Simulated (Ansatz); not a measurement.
# Ir under strains and displacements

Level of theory: DFT PBE, scalar-relativistic, plane waves, PAW (Ansatz).

Plane waves to 420 eV, a k mesh through Γ of 16×16×16 on the computed 1-atom cell and Gaussian smearing (0.10 eV); no spin polarisation.

Reference cell:

```yaml
crystal:
  lattice:
    - [0.00000, 1.91970, 1.91970]
    - [1.91970, 0.00000, 1.91970]
    - [1.91970, 1.91970, 0.00000]
  atoms:
    - { symbol: Ir, position: [0.00000, 0.00000, 0.00000] }
```

Each variant moves atoms of this cell by the vectors given, if any (Å), and then applies a symmetric strain (tensor components, Cartesian axes). The reference cell isn't relaxed at this level. Energies are per atom at zero smearing, counted from the lowest variant. Pressure is positive in compression.

1. strain (xx yy zz yz xz xy, %) -2.42 6.58 6.58 0.00 0.00 0.00
2. strain (xx yy zz yz xz xy, %) 0.48 1.98 0.48 0.00 0.00 0.00
3. strain (xx yy zz yz xz xy, %) -3.82 5.18 5.18 0.00 0.00 0.00

Problem. Order the variants by energy, lowest first.

Solution. 2 (0.0 meV/atom), 3 (92.3 meV/atom), 1 (152.4 meV/atom).

Problem. Order them by pressure, highest first.

Solution. 2 (-1.42 GPa), 3 (-10.23 GPa), 1 (-20.84 GPa).

Spin–orbit coupling is left out, which can shift energies with elements as heavy as these.